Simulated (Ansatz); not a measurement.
Crystal: Be, fcc type, 1 atom in the cell.

These are results of r²SCAN, plane waves, PAW datasets (generated soft set 1) in Ansatz, not measurements.

Cutoff 500 eV; k-mesh 18×18×18 Γ-centred; Fermi–Dirac smearing of 0.1 eV; no spin polarisation.

```csv
V (Å³/atom),a (Å),E − E(min) (meV/atom),P (GPa)
7.244,3.0715,22.39,11.85
7.480,3.1045,8.57,7.05
7.717,3.1369,1.36,2.82
7.953,3.1685,0.00,-0.91
8.189,3.1996,3.82,-4.20
```

(1) Fit a third-order Birch–Murnaghan equation of state to the energies.

Results:

(1) V₀ = 7.893 Å³/atom (a₀ = 3.161 Å), B₀ = 121 GPa, B₀′ = 3.10.

The stress includes the program's correction for the finite plane-wave basis.

This cubic structure is a model: it isn't the usual form of the substance at ambient conditions, and such phases are metastable or hypothetical. The k-mesh is modest, so these values aren't fully converged in k.
